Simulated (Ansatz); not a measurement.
PtS2 in the CdCl2 structure was relaxed with 3 functionals in the PAW code Ansatz, cell and atoms free, the symmetry of the start kept (meshes: PBE-D3(BJ) 8×8×8, r2SCAN+rVV10 8×8×8, PBE-D4 8×8×8). Computed, not measured; no magnetism was allowed, and whether the structure is a known phase isn't checked.

The PBE-D4 result:
```yaml
crystal:
  lattice:
    - [1.77235, 1.02327, 5.35736]
    - [-1.77235, 1.02327, 5.35736]
    - [0.00000, -2.04654, 5.35736]
  atoms:
    - { symbol: Pt, position: [0.00000, 0.00000, 0.00000] }
    - { symbol: S, position: [0.25644, 0.25644, 0.25644] }
    - { symbol: S, position: [0.74356, 0.74356, 0.74356] }
```

The symmetry is R-3m (No. 166, trigonal); conventional cell a = 3.545 Å, c = 16.072 Å, 19.43 Å³ an atom. Pt has 6 S at 2.39 Å; S has 3 Pt at 2.39 Å.

Question: How does the cell change with r2SCAN+rVV10?

Answer: a = 3.529 Å, c = 16.569 Å; the volume differs by +2.2 % from PBE-D4's. Around Pt lie 6 S at 2.39 Å; around S lie 3 Pt at 2.39 Å.

Question: What lattice does PBE-D3(BJ) give?

Answer: a = 3.543 Å, c = 16.014 Å; the volume differs by -0.4 % from PBE-D4's. Around Pt lie 6 S at 2.39 Å; around S lie 3 Pt at 2.39 Å.
